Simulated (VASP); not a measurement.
# Os (Fm-3m) in VASP: a series of runs

One crystal, Os, is run at these levels: PBEsol, LDA, PBE, PBE+D3(BJ); tasks: relaxation of cell and atoms.

All numbers are computed with VASP 6.6.1; they aren't measurements. Logs are shortened: lines on timing, memory, paths and dates and some standing lists are left out, and cuts for length are marked.

### Step 1. The structure

The structure is cubic, space group Fm-3m (No. 225). The conventional cell has a = 3.826 Å, b = 3.826 Å, c = 3.826 Å, α = 90.00°, β = 90.00°, γ = 90.00°. Os (site symmetry m-3m) is surrounded by 12 Os at 2.71 Å.

This isn't the form of Os at room conditions, which is hcp.

### Step 2. Relaxation of cell and atoms, PBEsol

INCAR reads:

```
SYSTEM = Os
PREC = Accurate
ENCUT = 600
EDIFF = 1E-7
ISMEAR = 0
SIGMA = 0.1
LREAL = .FALSE.
LASPH = .TRUE.
NELM = 60
ALGO = Fast
ISIF = 3
LWAVE = .FALSE.
LCHARG = .FALSE.
GGA = PS
IBRION = 2
NSW = 90
EDIFFG = -0.005
```

KPOINTS reads:

```
regular mesh
0
G
  18 18 18
  0 0 0
```

POSCAR reads:

```
Os
1.0
    0.0000000000      1.9129311800      1.9129311800
    1.9129311800      0.0000000000      1.9129311800
    1.9129311800      1.9129311800      0.0000000000
Os
1
Direct
    0.0000000000      0.0000000000      0.0000000000
```

Potentials or basis: VASP PAW PBE potentials, release 64 (Os).

On the command line:

```
$ cat potpaw_PBE.64/Os/POTCAR > POTCAR
$ mpirun -np 1 vasp_std > vasp.out
```

OUTCAR:

```text
SYSTEM = Os
   PREC = Accurate
   ENCUT = 600
   EDIFF = 1E-7
   ISMEAR = 0
   LREAL = .FALSE.
   LASPH = .TRUE.
   NELM = 60
   ISIF = 3
   GGA = PS
   IBRION = 2
   NSW = 90
   EDIFFG = -0.005

 ion  position               nearest neighbor table
   1  0.000  0.000  0.000-

  LATTYP: Found a face centered cubic cell.
 ALAT       =     3.8258623600

  Lattice vectors:

 A1 = (   0.0000000000,   1.9129311800,   1.9129311800)
 A2 = (   1.9129311800,   0.0000000000,   1.9129311800)
 A3 = (   1.9129311800,   1.9129311800,   0.0000000000)

Analysis of symmetry for initial positions (statically):
=====================================================================
 Subroutine PRICEL returns:
 Original cell was already a primitive cell.

 Routine SETGRP: Setting up the symmetry group for a
 face centered cubic supercell.

 Subroutine GETGRP returns: Found 48 space group operations
 (whereof 48 operations were pure point group operations)
 out of a pool of 48 trial point group operations.

The static configuration has the point symmetry O_h .

Analysis of symmetry for dynamics (positions and initial velocities):
=====================================================================
 Subroutine PRICEL returns:
 Original cell was already a primitive cell.

 Routine SETGRP: Setting up the symmetry group for a
 face centered cubic supercell.

 Subroutine GETGRP returns: Found 48 space group operations
 (whereof 48 operations were pure point group operations)
 out of a pool of 48 trial point group operations.

The dynamic configuration has the point symmetry O_h .

 Subroutine INISYM returns: Found 48 space group operations
 (whereof 48 operations are pure point group operations),
 and found     1 'primitive' translations

----------------------------------------------------------------------------------------

                                     Primitive cell

  volume of cell :      14.0000

  direct lattice vectors                    reciprocal lattice vectors
     0.000000000  1.912931180  1.912931180    -0.261378980  0.261378980  0.261378980
     1.912931180  0.000000000  1.912931180     0.261378980 -0.261378980  0.261378980
     1.912931180  1.912931180  0.000000000     0.261378980  0.261378980 -0.261378980

  length of vectors
     2.705293219  2.705293219  2.705293219     0.452721673  0.452721673  0.452721673

  position of ions in fractional coordinates (direct lattice)
     0.000000000  0.000000000  0.000000000

  ion indices of the primitive-cell ions
   primitive index   ion index
                 1           1

----------------------------------------------------------------------------------------

 KPOINTS: regular mesh

Automatic generation of k-mesh.
 Grid dimensions read from file:
 generate k-points for:   18   18   18

 Generating k-lattice:

  Cartesian coordinates                     Fractional coordinates (reciprocal lattice)
    -0.014521054  0.014521054  0.014521054     0.055555556  0.000000000  0.000000000
     0.014521054 -0.014521054  0.014521054     0.000000000  0.055555556  0.000000000
     0.014521054  0.014521054 -0.014521054     0.000000000  0.000000000  0.055555556

  Length of vectors
     0.025151204  0.025151204  0.025151204

  Shift w.r.t. Gamma in fractional coordinates (k-lattice)
     0.000000000  0.000000000  0.000000000

 Subroutine IBZKPT returns following result:
 ===========================================

 Found    195 irreducible k-points:

 Following reciprocal coordinates:
            Coordinates               Weight
  0.000000  0.000000  0.000000      1.000000
  0.055556  0.000000  0.000000      8.000000
  0.111111  0.000000  0.000000      8.000000
  0.166667  0.000000  0.000000      8.000000
  0.222222  0.000000  0.000000      8.000000
  0.277778  0.000000  0.000000      8.000000
[... 16 lines left out ...]
 -0.277778  0.055556  0.000000     24.000000
 -0.222222  0.055556  0.000000     24.000000
 [... further k-points ...]
   k-points           NKPTS =    195   k-points in BZ     NKDIM =    195   number of bands    NBANDS=      8
   number of dos      NEDOS =    301   number of ions     NIONS =      1
   total plane-waves  NPLWV =  13824
   dimension x,y,z NGX =    24 NGY =   24 NGZ =   24
   dimension x,y,z NGXF=    48 NGYF=   48 NGZF=   48
   ions per type =               1
   NGX,Y,Z   is equivalent  to a cutoff of  14.75, 14.75, 14.75 a.u.
   NGXF,Y,Z  is equivalent  to a cutoff of  29.50, 29.50, 29.50 a.u.
 SYSTEM =  Os
   PREC   = accura    normal or accurate (medium, high low for compatibility)
   ISTART =      0    job   : 0-new  1-cont  2-samecut
   ICHARG =      2    charge: 1-file 2-atom 10-const
   ISPIN  =      1    spin polarized calculation?
   LNONCOLLINEAR =      F non collinear calculations
   LSORBIT =      F    spin-orbit coupling
   LASPH  =      T    aspherical Exc in radial PAW
   ENCUT  =  600.0 eV  44.10 Ry    6.64 a.u.   5.40  5.40  5.40*2*pi/ulx,y,z
   NELM   =     60;   NELMIN=  2; NELMDL= -5     # of ELM steps
   EDIFF  = 0.1E-06   stopping-criterion for ELM
   LREAL  =      F    real-space projection
   EDIFFG = -.5E-02   stopping-criterion for IOM
   NSW    =     90    number of steps for IOM
   IBRION =      2    ionic relax: 0-MD 1-quasi-New 2-CG
   NFREE  =      1    steps in history (QN), initial steepest desc. (CG)
   ISIF   =      3    stress and relaxation
   ISYM   =      2    0-nonsym 1-usesym 2-fastsym
   POTIM  = 0.5000    time-step for ionic-motion
   TEBEG  =    0.0;   TEEND  =   0.0 temperature during run
   PSTRESS=    0.0 pullay stress
   NELECT =       8.0000    total number of electrons
   NUPDOWN=      -1.0000    fix difference up-down
   EMIN   =  10.00;   EMAX   =-10.00  energy-range for DOS
   EFERMI =   0.00;   METHOD = LEGACY
   ISMEAR =     0;   SIGMA  =   0.10  broadening in eV -4-tet -1-fermi 0-gaus
   EFERMI_NEDOS =   21; number of points for ismear=-14 and -15
   IALGO  =     68    algorithm
   IMIX   =      4    mixing-type and parameters
     AMIX     =   0.40;   BMIX     =  1.00
     AMIX_MAG =   1.60;   BMIX_MAG =  1.00
  volume/ion in A,a.u.               =      14.00        94.48
  Fermi-wavevector in a.u.,A,eV,Ry     =   1.358508  2.567208 25.110144  1.845544
  Thomas-Fermi vector in A             =   2.485335
   LORBIT       =      0    0 simple, 1 ext, 2 COOP (PROOUT), +10 PAW based schemes
   GGA     = PS    functional components
   LHFCALC =     F    Hartree Fock is set to
   AEXX    =    0.0000 exact exchange contribution
   IVDW    =     0    specifies the selected vdW correction
   LEPSILON=     F    determine dielectric tensor
   LRPA    =     F    only Hartree local field effects (RPA)
 conjugate gradient relaxation of ions
 non-spin polarized calculation
 RMM-DIIS sequential band-by-band and
 Gauss-broadening in eV      SIGMA  =   0.10
  energy-cutoff  :      600.00
  volume of cell :       14.00
 maximum number of plane-waves:       489
 NGX is ok and might be reduce to    24
   NGX = 11   NGY = 11   NGZ = 11

--------------------------------------- Ionic step        1  -------------------------------------------

 number of electron       8.0000000 magnetization

 Free energy of the ion-electron system (eV)
  ---------------------------------------------------
  ext. energy  EPLUGINS =         0.00000000
  ---------------------------------------------------
  free energy    TOTEN  =       -12.10450690 eV

  energy without entropy =      -12.10065306  energy(sigma->0) =      -12.10257998

------------------------ aborting loop because EDIFF is reached ----------------------------------------

  FORCE on cell =-STRESS in cart. coord.  units (eV):
  Direction    XX          YY          ZZ          XY          YZ          ZX
  --------------------------------------------------------------------------------------
  -------------------------------------------------------------------------------------
  Total       -0.1046819     -0.1046819     -0.1046819     -0.0000000      0.0000000      0.0000000
  in kB      -11.9799237    -11.9799237    -11.9799237     -0.0000000      0.0000000      0.0000000
  external PRESSURE =     -11.9799237 kB  Pullay stress =       0.0000000 kB
[... 55 lines left out ...]
  energy  without entropy=      -12.0979260338  energy(sigma->0) =      -12.09982476

--------------------------------------- Ionic step        3  -------------------------------------------

 number of electron       8.0000000 magnetization

 Free energy of the ion-electron system (eV)
  ---------------------------------------------------
  ext. energy  EPLUGINS =         0.00000000
  ---------------------------------------------------
  free energy    TOTEN  =       -12.10465740 eV

  energy without entropy =      -12.10081498  energy(sigma->0) =      -12.10273619

 E-fermi :   9.1769     XC(G=0): -14.1634

 val. band max:        9.1386238143   @ k =  -0.3889   0.3333   0.0000
 cond. band min:       9.1803245460   @ k =  -0.2222   0.2778   0.0556
 fundamental gap:      0.0417007317
 Fermi energy:         9.1768602930

 k-point     1 :       0.0000    0.0000    0.0000
  band No.  band energies     occupation
      1      -1.6783      2.00000
      2       6.1935      2.00000
      3       6.1935      2.00000
      4       6.1935      2.00000
      5       9.2734      0.17232
      6       9.2734      0.17232
      7      23.4865      0.00000
      8      29.2997      0.00000
[... 243 lines left out ...]
 k-point    24 :      -0.2222    0.0556    0.0000
  band No.  band energies     occupation
      1       0.6421      2.00000
      2       5.3631      2.00000
      3       6.6766      2.00000
      4       6.7925      2.00000
      5       8.8933      1.99994
      6       9.8967      0.00000
      7      23.7846      0.00000
      8      27.0168      0.00000

 [... further k-points ...]
[... 5 lines left out ...]
  --------------------------------------------------------------------------------------
  -------------------------------------------------------------------------------------
  Total       -0.0004515     -0.0004515     -0.0004515     -0.0000000      0.0000000      0.0000000
  in kB       -0.0518151     -0.0518151     -0.0518151     -0.0000000      0.0000000      0.0000000
  external PRESSURE =      -0.0518151 kB  Pullay stress =       0.0000000 kB
[... 16 lines left out ...]
  FREE ENERGIE OF THE ION-ELECTRON SYSTEM (eV)
  ---------------------------------------------------
  free  energy   TOTEN  =       -12.1046574009 eV

  energy  without entropy=      -12.1008149850  energy(sigma->0) =      -12.10273619

 reached required accuracy - stopping structural energy minimisation
```

Wall time 26 s (1 thread of Intel Xeon 6975P-C (Granite Rapids), shared host); peak memory 0.17 GiB.

What came out:

```
Free energy                            : -12.1047 eV
Relaxed volume                         : 13.96 Å³/atom
Relaxed cell                           : a = 2.703 Å, b = 2.703 Å, c = 2.703 Å, α = 60.00°, β = 60.00°, γ = 60.00°
Space group after relaxing (to 0.05 Å) : Fm-3m (No. 225)
Energy gained by relaxing              : 0.2 meV/atom
Ionic steps                            : 3
Pressure after relaxing                : 0.0 GPa
Band gap on the k mesh                 : none (metal or under the smearing width)
```

The path:
| step | energy change (eV) | largest force (eV/Å) | pressure (GPa) | volume (Å³) |
| --- | --- | --- | --- | --- |
| 1 | 0.0000 | 0.0000 | -1.20 | 14.00 |
| 2 | 0.0028 | 0.0000 | 5.57 | 13.79 |
| 3 | -0.0002 | 0.0000 | -0.01 | 13.96 |

Final structure:
```xyz
1
Lattice="0.0000 1.9111 1.9111 1.9111 0.0000 1.9111 1.9111 1.9111 0.0000" Properties=species:S:1:pos:R:3 pbc="T T T"
Os    0.0000    0.0000    0.0000
```

Levels at points of the mesh, in eV from the Fermi level:
```
           k point  band 2  band 3  band 4  band 5  band 6  band 7
(0.00, 0.00, 0.00)   -2.98   -2.98   -2.98    0.10    0.10   14.31
(0.50, 0.00, 0.00)   -3.14   -3.14   -0.21    2.53    2.53    9.07
(0.50, 0.50, 0.00)   -6.89    2.38    2.49    3.23    3.23   12.32
```

Caveat: the PAW data sets were made with another functional, which shifts forces and pressure a little. The run has no spin-orbit coupling, so splittings on Os are missing.

[end of part 1 of 2]
